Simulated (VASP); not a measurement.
Set up this calculation in VASP 6.6.1, as the native input.

```yaml
Task: single point
Functional: HSE06
Potentials_or_basis: VASP PAW PBE potentials, release 64 (Sn_d, Se)
Cutoff: 520 eV
k_mesh: 4 × 4 × 4
Occupations: fermi-dirac, width 0.02 eV
Spin: no spin polarisation
Dipole_correction: no
Exchange_at_q_=_0: truncated
Grid_for_exact_exchange_PRECFOCK: Normal
Screening_parameter: 0.2079 1/A
Further_INCAR_settings: ALGO = Normal; EDIFF = 1e-07; NBANDS = 17
```

Crystal: SnSe.

```
Sn Se
1.0
     3.66536    0.00000    0.00000
     0.00000    3.66536    0.00000
     0.00000    0.00000    3.66536
Sn Se
1 1
Direct
  0.00000 0.00000 0.00000
  0.50000 0.50000 0.50000
```

The cell was built by a generator and needn't be a form met in nature.

The input as run:

POSCAR

```
SnSe
1.0
    3.6653564528      0.0000000000      0.0000000000
    0.0000000000      3.6653564528      0.0000000000
    0.0000000000      0.0000000000      3.6653564528
Sn Se
1 1
Direct
    0.0000000000      0.0000000000      0.0000000000
    0.5000000000      0.5000000000      0.5000000000
```

INCAR.step1

```
  PREC = Accurate
  ENCUT = 520
  EDIFF = 1E-5
  ISMEAR = -1
  SIGMA = 0.02
  LREAL = False
  LASPH = True
  NELM = 100
  ALGO = Normal
  ISIF = 2
  LWAVE = True
  NBANDS = 17
  GGA = PE
```

INCAR.step2

```
  PREC = Accurate
  ENCUT = 520
  EDIFF = 1E-7
  ISMEAR = -1
  SIGMA = 0.02
  LREAL = False
  LASPH = True
  NELM = 100
  ALGO = Normal
  ISIF = 2
  LWAVE = False
  LCHARG = True
  GGA = PE
  LHFCALC = True
  HFSCREEN = 0.2079
  PRECFOCK = Normal
  LELF = True
  LVHAR = True
  NBANDS = 17
  ISTART = 1
```

KPOINTS

```
regular mesh
0
Gamma
  4 4 4
```

Potentials or basis: VASP PAW PBE potentials, release 64 (Sn_d, Se).

Run with:

```sh
$ cat potpaw_PBE.64/Sn_d/POTCAR potpaw_PBE.64/Se/POTCAR > POTCAR
$ cp INCAR.step1 INCAR
$ mpirun -np 1 vasp_std > vasp.out
$ cp INCAR.step2 INCAR
$ mpirun -np 1 vasp_std > vasp.out
```

It gave:

- Pressure: 0.1 GPa
- Band gap on the k mesh: none (metal or under the smearing width)

Caveat: the k mesh is coarse (spacing up to 0.43 Å⁻¹), so the values aren't converged, least of all with exact exchange; the PAW data sets were made with another functional, which shifts forces and pressure a little.

Wall time 13 min on 1 thread of Intel(R) Xeon(R) Platinum 8488C (Sapphire Rapids) (shared host), peak memory 0.27 GiB.
